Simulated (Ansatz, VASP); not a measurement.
## ZnS: VASP beside Ansatz

```
Zn S
1.0
     0.00000    2.70465    2.70465
     2.70465    0.00000    2.70465
     2.70465    2.70465    0.00000
Zn S
1 1
Direct
  0.00000 0.00000 0.00000
  0.75000 0.75000 0.75000
```

Alike in both runs: task single point; functional PBE; k mesh 8 × 8 × 8; occupations fermi-dirac, width 0.01 eV; no spin polarisation.

|  | VASP | Ansatz |
| --- | --- | --- |
| version | VASP 6.6.1 | Ansatz 0.2.0 |
| potentials or method | VASP PAW PBE potentials, release 64 (Zn, S), cutoff 520 eV | all-electron LAPW, non-relativistic |

Ansatz gave:

- gap on the k mesh at the Fermi level (eV): 2.38
- pressure (GPa): 2.6

Question: Which values does VASP return?

Answer: gap on the k mesh at the Fermi level (eV): 2.10; pressure (GPa): 1.5.

One of these differences is far larger than is usual between the two programs; its cause wasn't traced. Ansatz ran all-electron here, so the differences hold the error of VASP's frozen core and of both bases.

Expect the measured gap to be larger: semilocal functionals such as PBE lack the derivative discontinuity.
